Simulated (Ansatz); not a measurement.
# Platinum, fcc under PBEsol: structure, energy and stiffness, part 2 of 2

What does PBEsol give for platinum in the fcc structure? We relax it, solve it on a dense k-mesh, switch on spin-orbit coupling, then scale the cell to 7 volumes from 88 to 112 % of the relaxed one and try a fit of the equation of state. The start is ferromagnetic. The k-meshes are 14×14×14 for the relaxation; 23×23×23 for the dense run; 14×14×14 for spin-orbit coupling; 23×23×23 for the volumes. It starts from a deposited cell (COD).

Ansatz 0.2.0; DFT, PBEsol, plane waves (420 eV) with PAW, scalar-relativistic. The steps go on from the part before.

### Step 3. Single point on a dense mesh

File input.yaml:

```yaml
crystal:
  lattice:
    - [0.0, 1.9589273114, 1.9589273114]
    - [1.9589273114, 0.0, 1.9589273114]
    - [1.9589273114, 1.9589273114, 0.0]
  atoms:
    - { symbol: Pt, position: [0.0, 0.0, 0.0], spin: 1.0 }
hamiltonian:
  xc: pbesol
  pseudopotentials:
    kind: paw
    azcp:
      Pt: "pseudopotentials/Pt.paw.azcp"
basis:
  ecutwfc: 420
  fft_grid_basis: typed
kpoints:
  mp_grid: { grid: [23, 23, 23], shift: [0, 0, 0] }
magnetization:
  spin_polarized: true
scf:
  occupations: { method: fermi_dirac, width: 0.05 }
```

The program printed, shortened:

```text
Warning: <dir> the record states the generating functional pbe (its physics header spells it `PBE`), which answers neither for hamiltonian.xc's functional nor for the pbesol family's — results may be inconsistent (PPs are generated against a specific XC)
Warning: RAYON_NUM_THREADS=4 ignored (pool sized by the plan → 4); use --threads N
[...]
Pseudopotentials: kind: paw
Pseudopotential: Pt, paw, valence charge 18, recommended cutoff 420 eV (normal), <dir>
Functional definition: PBEsol
[...]
Crystal: 1 atoms, lattice volume = 15.034 Å³
Basis set: ecut = 420 eV, 283 PW (Γ)
Bands: 14, of which v1, the nominal top of the filled ones, is band 9 counted from 1 (8 counted from 0)
Symmetry: 48 space group operations
[...]
WARN: the starting moments were not kept: the SCF closed with an absolute magnetisation of 1.6e-7 μB, where they sum to 1 μB in size (1 site). That is at most 0.1 of that sum. Measured as dr2_m measures the in/out step, that magnetisation stands 1.4e-14 eV from none, at or under the [...]
SCF converged after 10 iterations
Magnetization: -0.0000 μB (9.0000 up, 9.0000 down)
Absolute magnetization: 0.0000 μB (∫|ρ↑−ρ↓|, with the PAW one-centre terms)
Spin contamination: 0.0000 ħ² per cell (⟨S²⟩ above its minimum at these occupations)
Per-site moments (μB) at R_I (Å): [(-1.5883040194418757e-7, 1.1427658982375393)]
Free energy (F): -12383.826637 eV
[...]
E sigma→0 (E₀):  -12383.818792 eV
Entropy (-TS):   -0.015690 eV (-15.690 meV/atom)
Fermi energy:    23.329364 eV
[...]
```

It took 2.5 s on 4 threads of an x86-64 CPU, shared host; peak memory 0.43 GiB.

### Step 4. A two-component run at the same geometry

File input.yaml:

```yaml
crystal:
  lattice:
    - [0.0, 1.9589273114, 1.9589273114]
    - [1.9589273114, 0.0, 1.9589273114]
    - [1.9589273114, 1.9589273114, 0.0]
  atoms:
    - { symbol: Pt, position: [0.0, 0.0, 0.0], spin: 1.0, spin_axis: [0, 0, 1] }
hamiltonian:
  xc: pbesol
  pseudopotentials:
    kind: paw_fr
    azcp:
      Pt: "pseudopotentials/Pt.paw.azcp"
basis:
  ecutwfc: 420
  fft_grid_basis: typed
kpoints:
  mp_grid: { grid: [14, 14, 14], shift: [0, 0, 0] }
magnetization:
  noncollinear: true
  spin_orbit: true
scf:
  occupations: { method: fermi_dirac, width: 0.05 }
```

The program printed, shortened:

```text
Warning: <dir> the record states the generating functional pbe (its physics header spells it `PBE`), which answers neither for hamiltonian.xc's functional nor for the pbesol family's — results may be inconsistent (PPs are generated against a specific XC)
Warning: RAYON_NUM_THREADS=4 ignored (pool sized by the plan → 4); use --threads N
[...]
Pseudopotentials: kind: paw_fr
Pseudopotential: Pt, paw_fr, valence charge 18, recommended cutoff 420 eV (normal), <dir>
[... 1 set-up line as earlier in the session ...]
[...]
Crystal: 1 atoms, lattice volume = 15.034 Å³
Basis set: ecut = 420 eV, 283 PW (Γ)
Bands: 26, of which v1, the nominal top of the filled ones, is band 18 counted from 1 (17 counted from 0)
[...]
WARN: the starting moments were not kept: the SCF closed with an absolute magnetisation of 3.9e-6 μB, where they sum to 1 μB in size (1 site). That is at most 0.1 of that sum. Measured as dr2_m measures the in/out step, that magnetisation stands 7.4e-12 eV from none, at or under the [...]
SCF converged after 15 iterations
Magnetization: |M| = 0.0000 μB,  M = (+0.0000, +0.0000, +0.0000) μB
Absolute magnetization: 0.0000 μB (∫|m|, with the PAW one-centre terms)
  site 0: m = (+0.0000, -0.0000, +0.0000) μB, |m| = 0.0000 μB  (R = 1.14 Å)
Free energy (F): -12417.794183 eV
[...]
E sigma→0 (E₀):  -12417.786596 eV
Entropy (-TS):   -0.015173 eV (-15.173 meV/atom)
Fermi energy:    23.391938 eV
[...]
```

Wall time 5.9 s (4 threads of an x86-64 CPU, shared host); peak memory 0.52 GiB.

With and without spin-orbit coupling:

|  | scalar-relativistic | with spin-orbit coupling |
| --- | --- | --- |
| k-mesh | 23×23×23 | 14×14×14 |
| gap on the mesh | none (levels filled in part) | none (levels filled in part) |
| magnetic state | non-magnetic | non-magnetic |

The meshes differ, so small differences between the columns need not come from spin-orbit coupling.

### Step 5. The cell scaled to 88 % of its volume

File input.yaml:

```yaml
crystal:
  lattice:
    - [0.0, 1.8772086437, 1.8772086437]
    - [1.8772086437, 0.0, 1.8772086437]
    - [1.8772086437, 1.8772086437, 0.0]
  atoms:
    - { symbol: Pt, position: [0.0, 0.0, 0.0], spin: 1.0 }
hamiltonian:
  xc: pbesol
  pseudopotentials:
    kind: paw
    azcp:
      Pt: "pseudopotentials/Pt.paw.azcp"
basis:
  ecutwfc: 420
  fft_grid_basis: typed
kpoints:
  mp_grid: { grid: [23, 23, 23], shift: [0, 0, 0] }
magnetization:
  spin_polarized: true
scf:
  occupations: { method: fermi_dirac, width: 0.05 }
output:
  stress: true
```

The program printed, shortened:

```text
Warning: <dir> the record states the generating functional pbe (its physics header spells it `PBE`), which answers neither for hamiltonian.xc's functional nor for the pbesol family's — results may be inconsistent (PPs are generated against a specific XC)
Warning: RAYON_NUM_THREADS=4 ignored (pool sized by the plan → 4); use --threads N
[...]
[... 3 set-up lines as earlier in the session ...]
[...]
Crystal: 1 atoms, lattice volume = 13.230 Å³
Basis set: ecut = 420 eV, 259 PW (Γ)
Bands: 14, of which v1, the nominal top of the filled ones, is band 9 counted from 1 (8 counted from 0)
[... 1 set-up line as earlier in the session ...]
[...]
WARN: the starting moments were not kept: the SCF closed with an absolute magnetisation of 3.6e-7 μB, where they sum to 1 μB in size (1 site). That is at most 0.1 of that sum. Measured as dr2_m measures the in/out step, that magnetisation stands 4.1e-14 eV from none, at or under the [...]
SCF converged after 8 iterations
Magnetization: 0.0000 μB (9.0000 up, 9.0000 down)
Absolute magnetization: 0.0000 μB (∫|ρ↑−ρ↓|, with the PAW one-centre terms)
Spin contamination: 0.0000 ħ² per cell (⟨S²⟩ above its minimum at these occupations)
Per-site moments (μB) at R_I (Å): [(1.4388715857604518e-7, 1.095094243371374)]
Free energy (F): -12383.571133 eV
[...]
E sigma→0 (E₀):  -12383.564767 eV
Entropy (-TS):   -0.012730 eV (-12.730 meV/atom)
Fermi energy:    27.594419 eV
[...]
--- Stress (GPa, compression-positive) ---
       51.715001      -0.000000       0.000000
        0.000000      51.715001       0.000000
        0.000000      -0.000000      51.715001
  P = ⅓ Tr σ = 51.7150 GPa (517.150 kbar)
```

Wall time 2.1 s (4 threads of an x86-64 CPU, shared host); peak memory 0.43 GiB.

### Step 6. The cell scaled to 92 % of its volume

input.yaml: that of step 5 with these lines changed.

```diff
@@ -2,5 +2,5 @@
   lattice:
-    - [0.0, 1.8772086437, 1.8772086437]
-    - [1.8772086437, 0.0, 1.8772086437]
-    - [1.8772086437, 1.8772086437, 0.0]
+    - [0.0, 1.9052308145, 1.9052308145]
+    - [1.9052308145, 0.0, 1.9052308145]
+    - [1.9052308145, 1.9052308145, 0.0]
   atoms:
```

The program printed, shortened:

```text
Warning: <dir> the record states the generating functional pbe (its physics header spells it `PBE`), which answers neither for hamiltonian.xc's functional nor for the pbesol family's — results may be inconsistent (PPs are generated against a specific XC)
Warning: RAYON_NUM_THREADS=4 ignored (pool sized by the plan → 4); use --threads N
[...]
[... 3 set-up lines as earlier in the session ...]
[...]
Crystal: 1 atoms, lattice volume = 13.832 Å³
Basis set: ecut = 420 eV, 283 PW (Γ)
Bands: 14, of which v1, the nominal top of the filled ones, is band 9 counted from 1 (8 counted from 0)
[... 1 set-up line as earlier in the session ...]
[...]
WARN: the starting moments were not kept: the SCF closed with an absolute magnetisation of 2.8e-7 μB, where they sum to 1 μB in size (1 site). That is at most 0.1 of that sum. Measured as dr2_m measures the in/out step, that magnetisation stands 4.5e-14 eV from none, at or under the [...]
SCF converged after 9 iterations
Magnetization: -0.0000 μB (9.0000 up, 9.0000 down)
Absolute magnetization: 0.0000 μB (∫|ρ↑−ρ↓|, with the PAW one-centre terms)
Spin contamination: 0.0000 ħ² per cell (⟨S²⟩ above its minimum at these occupations)
Per-site moments (μB) at R_I (Å): [(-2.765606516190471e-7, 1.1114413436432786)]
Free energy (F): -12383.722889 eV
[...]
E sigma→0 (E₀):  -12383.716021 eV
Entropy (-TS):   -0.013736 eV (-13.736 meV/atom)
Fermi energy:    26.048082 eV
[...]
--- Stress (GPa, compression-positive) ---
       30.050138      -0.000000       0.000000
        0.000000      30.050138       0.000000
       -0.000000       0.000000      30.050138
  P = ⅓ Tr σ = 30.0501 GPa (300.501 kbar)
```

Wall time 2.3 s (4 threads of an x86-64 CPU, shared host); peak memory 0.43 GiB.

### Step 7. The cell scaled to 96 % of its volume

input.yaml: that of step 6 with these lines changed.

```diff
@@ -2,5 +2,5 @@
   lattice:
-    - [0.0, 1.9052308145, 1.9052308145]
-    - [1.9052308145, 0.0, 1.9052308145]
-    - [1.9052308145, 1.9052308145, 0.0]
+    - [0.0, 1.9324520753, 1.9324520753]
+    - [1.9324520753, 0.0, 1.9324520753]
+    - [1.9324520753, 1.9324520753, 0.0]
   atoms:
```

The program printed, shortened:

```text
Warning: <dir> the record states the generating functional pbe (its physics header spells it `PBE`), which answers neither for hamiltonian.xc's functional nor for the pbesol family's — results may be inconsistent (PPs are generated against a specific XC)
Warning: RAYON_NUM_THREADS=4 ignored (pool sized by the plan → 4); use --threads N
[...]
[... 3 set-up lines as earlier in the session ...]
[...]
Crystal: 1 atoms, lattice volume = 14.433 Å³
Basis set: ecut = 420 eV, 283 PW (Γ)
Bands: 14, of which v1, the nominal top of the filled ones, is band 9 counted from 1 (8 counted from 0)
[... 1 set-up line as earlier in the session ...]
[...]
WARN: the starting moments were not kept: the SCF closed with an absolute magnetisation of 7.2e-7 μB, where they sum to 1 μB in size (1 site). That is at most 0.1 of that sum. Measured as dr2_m measures the in/out step, that magnetisation stands 2.7e-13 eV from none, at or under the [...]
SCF converged after 9 iterations
Magnetization: 0.0000 μB (9.0000 up, 9.0000 down)
Absolute magnetization: 0.0000 μB (∫|ρ↑−ρ↓|, with the PAW one-centre terms)
Spin contamination: 0.0000 ħ² per cell (⟨S²⟩ above its minimum at these occupations)
Per-site moments (μB) at R_I (Å): [(6.631103459408984e-7, 1.1273212225791838)]
Free energy (F): -12383.802724 eV
[...]
E sigma→0 (E₀):  -12383.795363 eV
Entropy (-TS):   -0.014722 eV (-14.722 meV/atom)
Fermi energy:    24.631435 eV
[...]
--- Stress (GPa, compression-positive) ---
       13.195381       0.000000       0.000000
        0.000000      13.195381       0.000000
        0.000000      -0.000000      13.195381
  P = ⅓ Tr σ = 13.1954 GPa (131.954 kbar)
```

Wall time 2.4 s (4 threads of an x86-64 CPU, shared host); peak memory 0.44 GiB.

### Step 8. The cell scaled to 100 % of its volume

input.yaml: that of step 7 with these lines changed.

```diff
@@ -2,5 +2,5 @@
   lattice:
-    - [0.0, 1.9324520753, 1.9324520753]
-    - [1.9324520753, 0.0, 1.9324520753]
-    - [1.9324520753, 1.9324520753, 0.0]
+    - [0.0, 1.9589273114, 1.9589273114]
+    - [1.9589273114, 0.0, 1.9589273114]
+    - [1.9589273114, 1.9589273114, 0.0]
   atoms:
```

The program printed, shortened:

```text
Warning: <dir> the record states the generating functional pbe (its physics header spells it `PBE`), which answers neither for hamiltonian.xc's functional nor for the pbesol family's — results may be inconsistent (PPs are generated against a specific XC)
Warning: RAYON_NUM_THREADS=4 ignored (pool sized by the plan → 4); use --threads N
[...]
[... 3 set-up lines as earlier in the session ...]
[...]
Crystal: 1 atoms, lattice volume = 15.034 Å³
Basis set: ecut = 420 eV, 283 PW (Γ)
Bands: 14, of which v1, the nominal top of the filled ones, is band 9 counted from 1 (8 counted from 0)
[... 1 set-up line as earlier in the session ...]
[...]
WARN: the starting moments were not kept: the SCF closed with an absolute magnetisation of 1.6e-7 μB, where they sum to 1 μB in size (1 site). That is at most 0.1 of that sum. Measured as dr2_m measures the in/out step, that magnetisation stands 1.4e-14 eV from none, at or under the [...]
SCF converged after 10 iterations
Magnetization: -0.0000 μB (9.0000 up, 9.0000 down)
Absolute magnetization: 0.0000 μB (∫|ρ↑−ρ↓|, with the PAW one-centre terms)
Spin contamination: 0.0000 ħ² per cell (⟨S²⟩ above its minimum at these occupations)
Per-site moments (μB) at R_I (Å): [(-1.5883040194418757e-7, 1.1427658982375393)]
Free energy (F): -12383.826637 eV
[...]
E sigma→0 (E₀):  -12383.818792 eV
Entropy (-TS):   -0.015690 eV (-15.690 meV/atom)
Fermi energy:    23.329364 eV
[...]
--- Stress (GPa, compression-positive) ---
        0.098085       0.000000       0.000000
       -0.000000       0.098085       0.000000
        0.000000      -0.000000       0.098085
  P = ⅓ Tr σ = 0.0981 GPa (0.981 kbar)
```

It took 2.9 s on 4 threads of an x86-64 CPU, shared host; peak memory 0.44 GiB.

### Step 9. The cell scaled to 104 % of its volume

input.yaml: that of step 8 with these lines changed.

```diff
@@ -2,5 +2,5 @@
   lattice:
-    - [0.0, 1.9589273114, 1.9589273114]
-    - [1.9589273114, 0.0, 1.9589273114]
-    - [1.9589273114, 1.9589273114, 0.0]
+    - [0.0, 1.984705627, 1.984705627]
+    - [1.984705627, 0.0, 1.984705627]
+    - [1.984705627, 1.984705627, 0.0]
   atoms:
```

The program printed, shortened:

```text
Warning: <dir> the record states the generating functional pbe (its physics header spells it `PBE`), which answers neither for hamiltonian.xc's functional nor for the pbesol family's — results may be inconsistent (PPs are generated against a specific XC)
Warning: RAYON_NUM_THREADS=4 ignored (pool sized by the plan → 4); use --threads N
[...]
[... 3 set-up lines as earlier in the session ...]
[...]
Crystal: 1 atoms, lattice volume = 15.636 Å³
Basis set: ecut = 420 eV, 307 PW (Γ)
Bands: 14, of which v1, the nominal top of the filled ones, is band 9 counted from 1 (8 counted from 0)
[... 1 set-up line as earlier in the session ...]
[...]
WARN: the starting moments were not kept: the SCF closed with an absolute magnetisation of 5.0e-7 μB, where they sum to 1 μB in size (1 site). That is at most 0.1 of that sum. Measured as dr2_m measures the in/out step, that magnetisation stands 1.3e-13 eV from none, at or under the [...]
SCF converged after 10 iterations
Magnetization: 0.0000 μB (9.0000 up, 9.0000 down)
Absolute magnetization: 0.0000 μB (∫|ρ↑−ρ↓|, with the PAW one-centre terms)
Spin contamination: 0.0000 ħ² per cell (⟨S²⟩ above its minimum at these occupations)
Per-site moments (μB) at R_I (Å): [(4.908805183309534e-7, 1.157804016196409)]
Free energy (F): -12383.807144 eV
[...]
E sigma→0 (E₀):  -12383.798821 eV
Entropy (-TS):   -0.016645 eV (-16.645 meV/atom)
Fermi energy:    22.128992 eV
[...]
--- Stress (GPa, compression-positive) ---
      -10.051163       0.000000      -0.000000
       -0.000000     -10.051163       0.000000
        0.000000       0.000000     -10.051163
  P = ⅓ Tr σ = -10.0512 GPa (-100.512 kbar)
```

Run time: 2.7 s. Hardware: 4 threads of an x86-64 CPU, shared host; peak memory 0.45 GiB.

### Step 10. The cell scaled to 108 % of its volume

input.yaml: that of step 9 with these lines changed.

```diff
@@ -2,5 +2,5 @@
   lattice:
-    - [0.0, 1.984705627, 1.984705627]
-    - [1.984705627, 0.0, 1.984705627]
-    - [1.984705627, 1.984705627, 0.0]
+    - [0.0, 2.0098311503, 2.0098311503]
+    - [2.0098311503, 0.0, 2.0098311503]
+    - [2.0098311503, 2.0098311503, 0.0]
   atoms:
```

The program printed, shortened:

```text
Warning: <dir> the record states the generating functional pbe (its physics header spells it `PBE`), which answers neither for hamiltonian.xc's functional nor for the pbesol family's — results may be inconsistent (PPs are generated against a specific XC)
Warning: RAYON_NUM_THREADS=4 ignored (pool sized by the plan → 4); use --threads N
[...]
[... 3 set-up lines as earlier in the session ...]
[...]
Crystal: 1 atoms, lattice volume = 16.237 Å³
Basis set: ecut = 420 eV, 331 PW (Γ)
Bands: 14, of which v1, the nominal top of the filled ones, is band 9 counted from 1 (8 counted from 0)
[... 1 set-up line as earlier in the session ...]
[...]
WARN: the starting moments were not kept: the SCF closed with an absolute magnetisation of 1.6e-6 μB, where they sum to 1 μB in size (1 site). That is at most 0.1 of that sum. Measured as dr2_m measures the in/out step, that magnetisation stands 1.3e-12 eV from none, at or under the [...]
SCF converged after 10 iterations
Magnetization: 0.0000 μB (9.0000 up, 9.0000 down)
Absolute magnetization: 0.0000 μB (∫|ρ↑−ρ↓|, with the PAW one-centre terms)
Spin contamination: 0.0000 ħ² per cell (⟨S²⟩ above its minimum at these occupations)
Per-site moments (μB) at R_I (Å): [(1.5698339210204638e-6, 1.172461319219099)]
Free energy (F): -12383.754086 eV
[...]
E sigma→0 (E₀):  -12383.745290 eV
Entropy (-TS):   -0.017591 eV (-17.591 meV/atom)
Fermi energy:    21.019285 eV
[...]
--- Stress (GPa, compression-positive) ---
      -17.878710       0.000000       0.000000
        0.000000     -17.878710       0.000000
       -0.000000       0.000000     -17.878710
  P = ⅓ Tr σ = -17.8787 GPa (-178.787 kbar)
```

Wall time 2.7 s (4 threads of an x86-64 CPU, shared host); peak memory 0.45 GiB.

### Step 11. The cell scaled to 112 % of its volume

input.yaml: that of step 10 with these lines changed.

```diff
@@ -2,5 +2,5 @@
   lattice:
-    - [0.0, 2.0098311503, 2.0098311503]
-    - [2.0098311503, 0.0, 2.0098311503]
-    - [2.0098311503, 2.0098311503, 0.0]
+    - [0.0, 2.0343437021, 2.0343437021]
+    - [2.0343437021, 0.0, 2.0343437021]
+    - [2.0343437021, 2.0343437021, 0.0]
   atoms:
```

The program printed, shortened:

```text
Warning: <dir> the record states the generating functional pbe (its physics header spells it `PBE`), which answers neither for hamiltonian.xc's functional nor for the pbesol family's — results may be inconsistent (PPs are generated against a specific XC)
Warning: RAYON_NUM_THREADS=4 ignored (pool sized by the plan → 4); use --threads N
[...]
[... 3 set-up lines as earlier in the session ...]
[...]
Crystal: 1 atoms, lattice volume = 16.838 Å³
Basis set: ecut = 420 eV, 331 PW (Γ)
Bands: 14, of which v1, the nominal top of the filled ones, is band 9 counted from 1 (8 counted from 0)
[... 1 set-up line as earlier in the session ...]
[...]
WARN: the starting moments were not kept: the SCF closed with an absolute magnetisation of 1.6e-6 μB, where they sum to 1 μB in size (1 site). That is at most 0.1 of that sum. Measured as dr2_m measures the in/out step, that magnetisation stands 1.3e-12 eV from none, at or under the [...]
SCF converged after 11 iterations
Magnetization: 0.0000 μB (9.0000 up, 9.0000 down)
Absolute magnetization: 0.0000 μB (∫|ρ↑−ρ↓|, with the PAW one-centre terms)
Spin contamination: 0.0000 ħ² per cell (⟨S²⟩ above its minimum at these occupations)
Per-site moments (μB) at R_I (Å): [(1.5863053230980656e-6, 1.1867610372907211)]
Free energy (F): -12383.675229 eV
[...]
E sigma→0 (E₀):  -12383.665962 eV
Entropy (-TS):   -0.018534 eV (-18.534 meV/atom)
Fermi energy:    19.990766 eV
[...]
--- Stress (GPa, compression-positive) ---
      -23.867411       0.000000       0.000000
        0.000000     -23.867411       0.000000
        0.000000       0.000000     -23.867411
  P = ⅓ Tr σ = -23.8674 GPa (-238.674 kbar)
```

Wall time 6.2 s (4 threads of an x86-64 CPU, shared host); peak memory 0.75 GiB.

### Step 12. Energy and pressure against volume

All volumes keep the relaxed shape and fractional coordinates.

| V (Å³/atom) | E − E₀ (meV/atom) | P from the stress (GPa) | P from the fit (GPa) |
| --- | --- | --- | --- |
| 13.230 | 254.0 | 51.72 | 51.66 |
| 13.832 | 102.7 | 30.05 | 29.90 |
| 14.433 | 23.4 | 13.20 | 13.05 |
| 15.034 | 0.0 | 0.10 | -0.02 |
| 15.636 | 19.9 | -10.05 | -10.16 |
| 16.237 | 73.5 | -17.88 | -18.00 |
| 16.838 | 152.8 | -23.87 | -24.04 |

A third-order Birch-Murnaghan fit gives V₀ = 15.033 Å³/atom, B₀ = 287 GPa and B₀′ = 5.4; it misses no point by more than 0.06 meV/atom.

Fit and stress differ a little: one follows E(σ → 0), the other the smeared free energy.

### Step 13. Outcome

The summary covers parts 1 to 2.

| quantity | value |
| --- | --- |
| space group (spins left aside) | Fm-3m (No. 225) |
| conventional cell | a = 3.918 Å |
| volume | 15.034 Å³/atom |
| shortest distance | 2.770 Å |
| against the deposited volume | -0.4 % (15.095 Å³/atom) |
| gap on the mesh | none (levels filled in part) |
| magnetic state | non-magnetic |
| V₀, B₀, B₀′ | 15.033 Å³/atom, 287 GPa, 5.4 |

In words: The volume comes out 0.4 % smaller than measured. The deposited cell holds zero-point motion and, unless taken cold, thermal expansion, which account for some of this. The moments die out: the run ends non-magnetic. No gap shows: it is a metal or semimetal at this level. The total energy of the spin-orbit run lies -34.0 eV/atom from the scalar one, but the two kinds of run don't share a zero of energy: only differences within one kind count. B₀ comes out at 287 GPa, among the stiffest elements.
